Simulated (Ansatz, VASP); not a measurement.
## One calculation of ZrB, two programs

INCAR

```
ALGO     = Normal         # electronic algorithm
EDIFF    = 1E-6           # SCF threshold, eV
ENCUT    = 520            # plane-wave cutoff, eV
GGA      = CA             # functional
ISIF     = 2              # what is computed and relaxed
ISMEAR   = 0              # smearing method
LASPH    = T              # aspherical terms in the spheres
LCHARG   = F              # write CHGCAR
LREAL    = F              # projectors in reciprocal space
LWAVE    = F              # write WAVECAR
NBANDS   = 14             # bands
NELM     = 60             # most SCF steps
PREC     = Accurate       # precision mode
SIGMA    = 0.15           # smearing width, eV
```

Contents of KPOINTS:

```
k-points
0
Gamma
  18 18 18
```

File POSCAR:

```
ZrB
1.0
    0.0000000000      2.4285798804      2.5803661229
    2.4285798804      0.0000000000      2.5803661229
    2.4285798804      2.4285798804      0.0000000000
Zr B
1 1
Direct
    0.0000000000      0.0000000000      0.0000000000
    0.5000000000      0.5000000000      0.5000000000
```

Input for Ansatz:

```yaml
crystal:
  lattice:
    - [0.0, 2.4285798804, 2.5803661229]
    - [2.4285798804, 0.0, 2.5803661229]
    - [2.4285798804, 2.4285798804, 0.0]
  atoms:
    - { symbol: Zr, position: [0.0, 0.0, 0.0] }
    - { symbol: B, position: [0.5, 0.5, 0.5] }
basis:
  ecutwfc: 520.0
kpoints:
  mp_grid: { grid: [18, 18, 18] }
hamiltonian:
  xc: lda
scf:
  occupations: { method: gaussian, width: 0.15 }
output:
  forces: true
  stress: true
  eigenvalues: true
```

Alike in both runs: task single point; functional LDA; k mesh 18 × 18 × 18; occupations gaussian, width 0.15 eV; no spin polarisation.

```csv
,VASP,Ansatz
version,VASP 6.6.1,Ansatz 0.2.0
potentials or method,"VASP PAW LDA potentials, release 64 (Zr_sv, B)","scalar-relativistic, plane waves, PAW"
plane-wave cutoff (eV),520,520
valence electrons in the cell,15,15
```

|  | VASP | Ansatz | Ansatz less VASP |
| --- | --- | --- | --- |
| gap on the k mesh at the Fermi level (eV) | none | none | - |
| pressure (GPa) | -10.5 | -10.8 | -0.27 |
| largest component of the traceless stress (GPa) | 9.64 | 9.58 | -0.067 |

A gap of «none» marks a metal or a gap that the smearing closes.
